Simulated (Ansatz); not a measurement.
A run of Ansatz 0.2.0 is set up as follows.

File input.yaml:

```yaml
crystal:
  lattice:
    - [2.82503, 0.0, 0.0]
    - [0.0, 2.82503, 0.0]
    - [0.0, 0.0, 2.82503]
  atoms:
    - { symbol: Hf, position: [0.5, 0.5, 0.5] }
    - { symbol: "N", position: [0.0, 0.0, 0.0] }
hamiltonian:
  xc: r2scan
  pseudopotentials: { kind: paw }
kpoints:
  mp_grid: { grid: [9, 9, 9] }
scf:
  occupations: { method: fermi_dirac, width: 0.05 }
output:
  forces: true
  stress: true
  eigenvalues: true
relax:
  f_tol: 0.01
  max_steps: 40
  cell: { stress_tol: 0.05, p_target: 20.0 }
```

Potentials or basis: Ansatz PAW.

Run with:

```bash
$ ansatz run input.yaml --threads 2 --pin off --max-ram 5632MiB --backend cpu --events-out ev --progress --plain --runs-dir out
```

Task: What does it give for the relaxed volume?

Result: 10.31 Å³/atom.

Task: Estimate the band gap on the k mesh.

Result: None (metal or under the smearing width).

Task: Estimate the space group after relaxing (to 0.05 Å).

Result: Pm-3m (No. 221).

Task: Predict the relaxed cell.

Result: a = 2.742 Å, b = 2.742 Å, c = 2.742 Å, α = 90.00°, β = 90.00°, γ = 90.00°.

Final structure:
```
Hf N
1.0
     2.74209    0.00000    0.00000
     0.00000    2.74209    0.00000
     0.00000    0.00000    2.74209
Hf N
1 1
Direct
  0.50000 0.50000 0.50000
  0.00000 0.00000 0.00000
```

Caveat: the PAW data sets come from PBE, with cores solved anew for the run's functional, which leaves a small shift of forces and pressure. The run has no spin-orbit coupling, so splittings on Hf are missing.
